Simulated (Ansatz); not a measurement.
Method: DFT PBE, scalar-relativistic, plane waves, PAW (Ansatz). All cells share a 420 eV cutoff and Γ-centred k meshes spaced at most about 0.3 Å⁻¹ (about 0.25 or finer for metals, 2π included). No spin polarisation in the final relaxations.

All energies are static (0 K, no zero-point motion).

Two forms of Sb2S were relaxed alike.

A.

```cif
data_structure
_symmetry_space_group_name_H-M 'P4/mmm'
_symmetry_Int_Tables_number 123
_cell_length_a 3.0720
_cell_length_b 3.0720
_cell_length_c 8.4747
_cell_angle_alpha 90.000
_cell_angle_beta 90.000
_cell_angle_gamma 90.000
_cell_volume 79.97
loop_
_atom_site_label
_atom_site_type_symbol
_atom_site_symmetry_multiplicity
_atom_site_Wyckoff_symbol
_atom_site_fract_x
_atom_site_fract_y
_atom_site_fract_z
_atom_site_occupancy
Sb1 Sb 2 h 0.50000 0.50000 0.31466 1
S1 S 1 c 0.50000 0.50000 0.00000 1
```

B.

```cif
data_structure
_symmetry_space_group_name_H-M 'P6/mmm'
_symmetry_Int_Tables_number 191
_cell_length_a 3.3232
_cell_length_b 3.3232
_cell_length_c 8.2710
_cell_angle_alpha 90.000
_cell_angle_beta 90.000
_cell_angle_gamma 120.000
_cell_volume 79.10
loop_
_atom_site_label
_atom_site_type_symbol
_atom_site_symmetry_multiplicity
_atom_site_Wyckoff_symbol
_atom_site_fract_x
_atom_site_fract_y
_atom_site_fract_z
_atom_site_occupancy
Sb1 Sb 2 e 0.00000 0.00000 0.19534 1
S1 S 1 b 0.00000 0.00000 0.50000 1
```

Problem. Which is lower in energy, and by how much?

Solution. A is lower, by 73 meV/atom. A has space group P4/mmm (No. 123), 26.7 Å³/atom and no gap on its mesh; B has space group P6/mmm (No. 191), 26.4 Å³/atom and no gap. Counting S atoms around Sb (those within 1.25 times the shortest such distance or 1.15 times the sum of covalent radii), A and B both have Sb 1. Even the lower one lies +0.25 eV/atom against the reference forms of the elements (uncorrected), so neither is stable at this level. Both come from invented guesses. A third cell relaxed alike, in P4/nmm, lies 148 meV/atom below the lower of the two.

These runs have no spin–orbit coupling, which can matter for Sb. Cells relaxed within their symmetry can be saddle points.

The square form wins by 73 meV/atom even though it is slightly less dense and has the longer Sb–S contact, so neither packing nor the Sb–S bond explains the order. The likelier reason is direction. A stacks its square nets atom over atom, a distorted simple cubic array whose right angles suit σ overlap of Sb 5p orbitals, whereas the triangular nets of B force angles that p orbitals serve poorly.

Both forms also hold sulfur in flat sheets, with S–S distances too long for a bond yet inside van der Waals contact. This repulsion, together with the few Sb–S bonds, probably accounts for much of the positive formation energy. The missing gap fits partly filled p bands in evenly spaced Sb nets, which elemental antimony avoids by splitting its contacts into short and long ones.

The P4/nmm cell also remains above the elements, and since Sb2S3 is a stable compound, decomposition into it and antimony should be more favourable still.
